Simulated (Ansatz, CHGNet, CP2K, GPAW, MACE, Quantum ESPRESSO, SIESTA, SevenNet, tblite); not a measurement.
## LaAg(100)/Pb(100) interface (59 atoms) in GPAW

Aim: run LaAg(100)/Pb(100) interface (59 atoms) in GPAW and see how near its forces come to a plane-wave reference, and at what cost.

Calculated with GPAW 26.7.0; the method is named at each step.

## 1. The starting structure

The cell holds 59 atoms: 16 La, 16 Ag and 27 Pb. Its edges and angles: a = 10.568 Å, b = 10.568 Å, c = 25.354 Å, α = 90.0°, β = 90.0°, γ = 90.0°. CsCl-type LaAg(100), 2 repeat layers, 8 surface cells, strained -0.63 and -0.63 %; fcc Pb(100), 3 layers, 9 cells, +0.64 and +0.64 %; outer planes 2.76 Å apart, 12 Å of vacuum above; not relaxed, displaced by a Gaussian of 0.02 Å. Then every atom was moved at random, 0.02 Å r.m.s. a Cartesian component. Regions: LaAg, 32 atoms (16 La and 16 Ag); Pb, 27 atoms (27 Pb). Vacuum lies along c.

The yardstick, on the same geometry:

```
method                 : Kohn-Sham DFT, PBE, PAW, plane waves (Ansatz 0.2.0); cutoff 420 eV, Γ point, fermi-dirac smearing of 0.05 eV; PAW set soft_2
r.m.s. force component : 0.2566 eV/Å
longest force          : 0.8593 eV/Å
SCF cycles             : 15
time                   : 88 s on 4 threads of Arm Neoverse V1, shared host
CPU time               : 5.7 min
```

## 2. PBE, plane waves 350 eV

Method: Kohn-Sham DFT, PBE, PAW, plane waves.

The input, run.py:

```python
import numpy as np
from ase.io import read
from gpaw import GPAW, FermiDirac, PW
from ase.parallel import parprint as print

atoms = read("structure.xyz")
atoms.calc = GPAW(
    mode=PW(350),
    xc="PBE",
    kpts={"size": (1, 1, 1), "gamma": True},
    occupations=FermiDirac(0.05),
    maxiter=200,
    symmetry={"point_group": False},
    nbands=503,
    txt="gpaw.txt",
)
energy = atoms.get_potential_energy(force_consistent=True)
forces = atoms.get_forces()
print(f"energy {energy:.6f} eV")
print("forces (eV/A)")
for i, (a, f) in enumerate(zip(atoms, forces)):
    print(f"{i:4d} {a.symbol:2s} {f[0]:10.5f} {f[1]:10.5f} {f[2]:10.5f}")
print(f"Fermi level {atoms.calc.get_fermi_level():.4f} eV")
for k in range(len(atoms.calc.get_ibz_k_points())):
    for s in range(atoms.calc.get_number_of_spins()):
        e = atoms.calc.get_eigenvalues(kpt=k, spin=s)
        n = np.searchsorted(e, atoms.calc.get_fermi_level())
        print(f"k {k} spin {s} levels about the Fermi level:", np.round(e[max(n - 6, 0):n], 4).tolist(), "|", np.round(e[n:n + 6], 4).tolist())
```

The input, structure.xyz:

```xyz
59
Lattice="10.56770 0.00000 0.00000 0.00000 10.56770 0.00000 0.00000 0.00000 25.35352" Properties=species:S:1:pos:R:3 pbc="T T T"
La 7.90337 7.96075 5.98901
Ag 7.88298 5.26895 7.87556
La 7.91648 7.90517 9.79178
Ag 7.96815 5.26567 11.71865
La 2.62068 7.92440 6.01132
Ag 2.67310 5.28987 7.89509
La 2.66771 7.93423 9.78367
Ag 2.64615 5.31185 11.71586
La 5.29547 5.27117 5.98521
Ag 5.29516 2.65957 7.97343
La 5.28079 5.30108 9.74082
Ag 5.26779 2.65228 11.72828
La 7.89006 2.64203 5.97659
Ag 7.94469 0.04206 7.81472
La 7.89164 2.59701 9.80167
Ag 7.91246 10.56104 11.64183
La 10.51296 5.28861 6.02197
Ag 0.02124 2.62597 7.88368
La 0.01173 5.24242 9.78494
Ag 10.56379 2.62375 11.67859
La 2.62850 2.72287 6.01411
Ag 2.66221 10.54509 7.80407
La 2.67352 2.61603 9.82550
Ag 2.63992 10.52860 11.68823
La 5.26462 10.54804 6.05898
Ag 5.27392 7.90802 7.87810
La 5.26197 0.02124 9.78570
Ag 5.30213 7.89217 11.69254
La 10.55206 0.01427 6.02146
Ag 10.54265 7.90094 7.93743
La 10.53409 10.55333 9.80700
Ag 0.01173 7.90823 11.63397
Pb 1.42949 8.34859 14.44846
Pb 3.18215 10.11583 16.85984
Pb 1.36366 8.33580 19.37820
Pb 1.38088 1.29930 14.44644
Pb 3.12159 3.00778 16.85198
Pb 1.39029 1.29423 19.35462
Pb 1.37570 4.80640 14.42387
Pb 3.17316 6.58695 16.88773
Pb 1.38838 4.83007 19.37922
Pb 4.89464 8.35165 14.41576
Pb 6.67128 10.12333 16.92500
Pb 4.90014 8.29818 19.36324
Pb 4.90732 1.33037 14.38736
Pb 6.65776 3.07731 16.86592
Pb 4.89390 1.30881 19.33789
Pb 4.89052 4.81169 14.45252
Pb 6.67931 6.60206 16.87581
Pb 4.92782 4.84666 19.35183
Pb 8.43556 8.35134 14.41880
Pb 10.17183 10.12174 16.88975
Pb 8.42764 8.32481 19.33713
Pb 8.40206 1.29740 14.43807
Pb 10.17817 3.06506 16.94604
Pb 8.44158 1.29380 19.37871
Pb 8.42774 4.82310 14.38559
Pb 10.15239 6.56666 16.88189
Pb 8.41992 4.88650 19.39772
```

Command:

```
OMP_NUM_THREADS=1 mpirun -np 4 gpaw python run.py > output.txt
```

The log of the run:

```text
energy -204.867955 eV
forces (eV/A)
   0 La    0.08444   -0.07134   -0.27939
   1 Ag    0.05566   -0.00767   -0.01439
   2 La    0.01487    0.08163    0.53569
   3 Ag   -0.15105    0.08927   -0.52792
   4 La   -0.03407   -0.13555   -0.29267
   5 Ag   -0.05779    0.04551   -0.06372
   6 La   -0.07868    0.01922    0.54924
   7 Ag    0.04531    0.00621    0.11430
   8 La   -0.02737    0.03109   -0.26556
   9 Ag   -0.02245    0.00180   -0.32189
  10 La    0.06221   -0.04139    0.71764
  11 Ag    0.05568    0.08072    0.09740
  12 La    0.02372   -0.02396   -0.26157
  13 Ag    0.02235   -0.00388    0.08115
  14 La    0.18558    0.13541    0.58830
  15 Ag   -0.03312   -0.05278    0.35528
  16 La    0.02840    0.03602   -0.22991
  17 Ag   -0.08795   -0.05428   -0.05416
  18 La   -0.01324   -0.01852    0.55053
  19 Ag   -0.03137    0.01155    0.35211
  20 La    0.07758   -0.11155   -0.27957
  21 Ag   -0.13967    0.07884    0.08508
  22 La   -0.19226    0.05967    0.63531
  23 Ag   -0.02358    0.01122    0.35630
[...]
51 Pb    0.05556   -0.08440    0.19175
  52 Pb    0.10953    0.04683   -0.71235
  53 Pb    0.02696   -0.05018    0.13636
  54 Pb    0.03321   -0.04943    0.31319
  55 Pb    0.05988   -0.10546   -0.79295
  56 Pb    0.08143   -0.02906    0.71263
  57 Pb    0.12008    0.13260    0.22320
  58 Pb   -0.14893    0.10586   -0.78362
Fermi level 3.7249 eV
k 0 spin 0 levels about the Fermi level: [3.6465, 3.6558, 3.6577, 3.6704, 3.6781, 3.6873] | [3.7289, 3.7317, 3.7354, 3.7468, 3.766, 3.771]
```

gpaw.txt:

```text
Input parameters:
  mode=PW(ecut=350.0),
  kpts=MonkhorstPack(size=(1, 1, 1), gamma=True),
  maxiter=200,
  nbands=503,
  occupations=Occupations(name='fermi-dirac', width=0.05, fixmagmom=False),
  symmetry=Symmetry(point_group=False),
  xc=XC(name='PBE')
Diagonalizing LCAO Hamiltonian
Converting LCAO to pw mode
       .-------------------------.
      /|                         |
     / |                         |
    /  |                         |
   /   |                         |
  /    |                         |
 *     |                         |
 |     |                         |
 |     |                         |
 |     | Pb       Pb      Pb     |
 |     |                         |
 |     Pb      PPb     PPb      Pb
 |     |                         |
 |   Pb|     PPb     PbPb     Pb |
 |     |                         |
 |     | PPb      PPb     PbPb   |
 |     |                         |
 |     Pb    Ag Pb      PbAg     |
 |    Ag           Ag            |
[... lines left out ...]
  Converge bands: occupied
[... lines left out ...]
occupation numbers:
  Fermi-Dirac:
    width: 0.0500  # eV
poisson solver:
  ecut: 2800.0  # eV
xc functional:
  name: PBE with 2 nearest neighbor stencil
Initialization done in: 24.363 s
convergence criteria:
- Maximum [total energy] change in last 3 cyles: 0.0005 eV / valence electron
- Maximum integral of absolute [dens]ity change: 0.0001 electrons / valence electron
- Maximum integral of absolute [eigenst]ate change: 4e-08 eV^2 / valence electron
maximum number of iterations: 200
SCF iterations
|iter     |      energy | eigst |  dens |
|---------|-------------|-------|-------|
|iter:   1| -412.332163 | +0.49 |       |
|iter:   2|   57.527186 | +1.68 | -0.78 |
|iter:   3|  -62.661326 | +2.06 | -0.84 |
|iter:   4| -429.948909 | +2.02 | -1.11 |
[...]
|iter:  22| -204.319232 | -2.42 | -1.79 |
|iter:  23| -204.375846 | -2.65 | -2.72 |
|iter:  24| -204.376266c| -2.71 | -2.40 |
|iter:  25| -204.341948c| -2.92 | -2.59 |
|iter:  26| -204.354308c| -3.39 | -2.84 |
[...]
|iter:  36| -204.337333c| -5.47 | -3.94 |
|iter:  37| -204.336857c| -5.73 | -4.09c|
|iter:  38| -204.337163c| -5.96 | -3.90 |
|iter:  39| -204.337105c| -6.14 | -4.52c|
|iter:  40| -204.337169c| -6.28 | -4.49c|
[...]
|iter:  45| -204.337171c| -7.19 | -4.83c|
|iter:  46| -204.337118c| -7.37 | -4.60c|
|iter:  47| -204.337157c| -7.50c| -5.03c|
Converged in 47 steps
SCF loop duration: 500.587 s (10.651 s/step)
Energy contributions relative to reference atoms: (reference = -21327785.696031)
Energy contributions:
  Kinetic:         356.390565
  Coulomb:        -346.650863
  Zero:              3.212390
  External:          0.000000
  Xc:             -216.758451
  Entropy:          -1.061596
  Spinorbit:         0.000000
  ----------------------------
  Free energy:    -204.867955
  Extrapolated:   -204.337157
dipole moment: (191.447324, 119.015652, -2.161396)  # |e|*Ang
Fermi level: 3.725
Eigenvalues  # (at kpt = [0.000, 0.000, 0.000])
| band index |      eig [eV] | occ [0-2] |
|------------|---------------|-----------|
|          0 |       -52.465 |     2.000 |
|        ... |               |           |
|        404 |         3.631 |     1.736 |
|        405 |         3.640 |     1.689 |
[...]
|        419 |         3.806 |     0.330 |
|        ... |               |           |
|        502 |         5.339 |     0.000 |
Gap: 0.042 eV
Transition (v -> c):
  (s=0, k=0, n=411, [0.00, 0.00, 0.00]) -> (s=0, k=0, n=412, [0.00, 0.00, 0.00])
No difference between direct/indirect transitions
Force computation time: 3.805  # s
```

Wall time 8.9 min (4 MPI ranks of Arm Neoverse V1, shared host); peak memory 3 GiB; 35 min of CPU time.

Banners, paths, timers and routine set-up lines are dropped from the logs unmarked, and long logs keep their key lines alone; longer cuts are marked.

Against the reference:

| Property | Result |
| --- | --- |
| r.m.s. force component | 0.2638 eV/Å |
| r.m.s. difference of force components | 11.31 meV/Å |
| longest difference of force vectors | 37.13 meV/Å |
| force difference over r.m.s. force | 4.406 % |
| slope of forces against the reference's | 1.028 |
| correlation of force components | 0.9994 |

Length of the force difference by element (eV/Å):

```csv
element,atoms,mean,most
Ag,16,0.0067,0.026
La,16,0.010,0.012
Pb,27,0.023,0.037
```

A closer look about Pb39, which has 11 bonded neighbours where the commonest count for Pb is 12: 12 atoms, nearest first, numbered in the order of the input, with positions taken from that point.

```csv
atom,x,y,z,distance (Å),bonds,Fx,Fy,Fz (eV/Å)
Pb39,0.00,0.00,0.00,0.00,11,0.02,-0.05,0.13
Ag8,1.27,0.51,-2.71,3.03,12,0.05,0.01,0.11
Pb37,1.75,-1.80,2.43,3.49,12,0.04,0.13,0.21
Pb36,0.01,-3.51,0.02,3.51,10,-0.02,-0.02,0.04
Pb58,-1.79,1.76,2.46,3.51,12,0.12,0.13,0.22
Pb48,3.51,0.01,0.03,3.51,12,-0.07,-0.08,0.08
Pb57,-3.52,0.02,-0.04,3.52,10,0.08,-0.03,0.71
Pb40,1.80,1.78,2.46,3.53,12,-0.10,-0.13,0.28
Pb55,-1.77,-1.74,2.52,3.54,12,0.03,-0.05,0.31
Pb33,0.05,3.54,0.02,3.54,11,-0.11,0.03,0.08
Ag20,-1.38,-2.18,-2.75,3.77,13,-0.03,0.01,0.35
Ag32,-1.36,3.10,-2.79,4.39,12,0.00,-0.03,0.33
```

Atoms are counted from 1 here, from 0 in the log.

Forces lie 4.4 % from the reference's, at 6.2 times its CPU time.

## 3. PBE, grid h 0.24 Å

Method: Kohn-Sham DFT, PBE, PAW, finite differences on a real-space grid.

Changes to run.py since step 2:

```diff
@@ -2,3 +2,3 @@
 from ase.io import read
-from gpaw import GPAW, FermiDirac, PW
+from gpaw import GPAW, FermiDirac
 from ase.parallel import parprint as print
@@ -7,3 +7,4 @@
 atoms.calc = GPAW(
-    mode=PW(350),
+    mode="fd",
+    h=0.24,
     xc="PBE",
```

structure.xyz is that of step 2.

The log of the run:

```text
energy -218.267780 eV
forces (eV/A)
   0 La    0.26569   -0.59315   -0.25201
   1 Ag    0.02947   -0.00257    0.03529
   2 La    0.26619    0.48596   -0.04775
   3 Ag   -0.28512    0.15379   -0.58454
   4 La    0.30921   -0.11839    0.07692
   5 Ag   -0.03143    0.04507    0.01487
   6 La   -0.78571   -0.26840    0.03255
   7 Ag    0.01987   -0.15290    0.03551
   8 La   -0.02922    0.02689    0.00123
   9 Ag   -0.02742   -0.00389   -0.31725
  10 La    0.21102   -0.93394    1.04721
  11 Ag    0.14066    0.02224   -0.04891
[...]
54 Pb    0.01591   -0.05927    0.31068
  55 Pb    0.09707   -0.13449   -0.79127
  56 Pb    0.01878   -0.09204    0.71130
  57 Pb    0.14330    0.19449    0.24902
  58 Pb   -0.14476    0.05797   -0.78277
Fermi level 3.7237 eV
k 0 spin 0 levels about the Fermi level: [3.6526, 3.6571, 3.6686, 3.6822, 3.6874, 3.7228] | [3.7296, 3.734, 3.7452, 3.7663, 3.7704, 3.7842]
```

gpaw.txt:

```text
Input parameters:
  mode=FD(),
  h=0.24,
  kpts=MonkhorstPack(size=(1, 1, 1), gamma=True),
  maxiter=200,
  nbands=503,
  occupations=Occupations(name='fermi-dirac', width=0.05, fixmagmom=False),
  symmetry=Symmetry(point_group=False),
  xc=XC(name='PBE')
[... lines left out ...]
  Converge bands: occupied
[... lines left out ...]
  Fermi-Dirac:
[... lines left out ...]
convergence criteria:
- Maximum [total energy] change in last 3 cyles: 0.0005 eV / valence electron
[... lines left out ...]
Converged in 84 steps
[... lines left out ...]
  Free energy:    -218.267780
[... lines left out ...]
dipole moment: (191.465622, 118.953324, -2.206736)  # |e|*Ang
Fermi level: 3.724
Eigenvalues  # (at kpt = [0.000, 0.000, 0.000])
| band index |      eig [eV] | occ [0-2] |
|------------|---------------|-----------|
|          0 |       -52.433 |     2.000 |
|        ... |               |           |
|        405 |         3.638 |     1.696 |
|        406 |         3.646 |     1.651 |
[...]
|        420 |         3.860 |     0.123 |
|        ... |               |           |
|        502 |         5.268 |     0.000 |
Gap: 0.007 eV
Transition (v -> c):
  (s=0, k=0, n=412, [0.00, 0.00, 0.00]) -> (s=0, k=0, n=413, [0.00, 0.00, 0.00])
No difference between direct/indirect transitions
Force computation time: 11.619  # s
```

Wall time 33 min (4 MPI ranks); peak memory 4.7 GiB.

Numbers from this run, and their distance from the reference:

* r.m.s. force component: 0.3688 eV/Å
* r.m.s. difference of force components: 270.7 meV/Å
* longest difference of force vectors: 1304 meV/Å
* force difference over r.m.s. force: 105.5 %
* slope of forces against the reference's: 0.9761
* correlation of force components: 0.6807

This is a coarse setting, run to see what it loses.

Against the first run (4.4 %), the force difference from the reference is 105 %, at 3.7 times the CPU time (84 SCF steps against 47).

The difference per atom is largest on La (0.84 eV/Å on average, against 0.11 on Ag). The forces add up to 3.1 eV/Å instead of zero, usually a sign of too coarse a grid.

## 4. All runs compared

Differences are against the plane-wave reference, forces as r.m.s. over components; share is that over the reference's r.m.s. force, slope the least-squares factor from reference forces to these. Total energies of different programs have different zeros and aren't compared.

```csv
run,"Δ force, r.m.s. (meV/Å)",share (%),slope,cores,CPU time,memory (GiB)
reference,-,-,-,4,5.7 min,3.9
"GPAW PBE, plane waves 350 eV",11.3,4.41,1.028,4,35 min,3
"GPAW PBE, grid h 0.24 Å (coarse)",271,105,0.976,4,2.2 h,4.7
```

Rows marked coarse were listed beforehand as settings not expected to be converged; some can still land near the reference.

CPU time is summed over cores on a shared host, where runs went side by side, so it is rough. Symmetry, cutoffs, thresholds, outputs and thread counts weren't matched or tuned between programs; memory under MPI is the largest rank's times the ranks.

Further runs of this program without a result: GPAW PBE, LCAO dzp, h 0.2 Å (cut off at its time limit); GPAW PBE, LCAO dzp, h 0.28 Å (cut off at its time limit); GPAW LDA, LCAO dzp, h 0.2 Å (cut off at its time limit).

## 5. What came out

| Quantity | Value |
| --- | --- |
| nearest in forces | GPAW PBE, plane waves 350 eV, 4.4 % |
| its CPU time | 35 min |

What this shows: PBE on plane waves or a grid with other potentials, cutoffs or grids, coarse settings apart, differs from the reference by 4.4 % (GPAW PBE, plane waves 350 eV) of the r.m.s. force; this holds the reference's own error, so differences of a few per cent don't tell which side is nearer the exact PBE result. GPAW PBE, grid h 0.24 Å needed 84 SCF steps, so its time overstates the method's usual cost. Runs with settings chosen to be coarse differ by 105 % (GPAW PBE, grid h 0.24 Å), their programs' other errors included. None of the electronic-structure runs in the table takes under half the reference's CPU time of 5.7 min; they take 6.2 to 23 times as much. The potentials hold different valence shells: 858 electrons in the reference, 826 in GPAW; this bears on time and differences. The host structure and its lattice constant were typed by rule, without a check against the phase diagram. The electronic-structure runs sample only Γ, in a cell whose shortest periodic width is 11 Å, which is coarse for a cell with partly filled levels. Spin–orbit coupling is left out, which matters for the levels of the heavy elements.

[Also dropped from logs without a mark: logging warnings of Python, and SIESTA's first energy breakdown and zero terms.]

[Logs are printed without paths, hosts, clocks, repeated set-up lines and the standing remarks that a program may print on its own settings, such as how far it seeks lower states.]

[Hosts, paths, dates, database ids (printed as entryN), source tags and the programs' standing remarks are cut or masked in the printed files.]
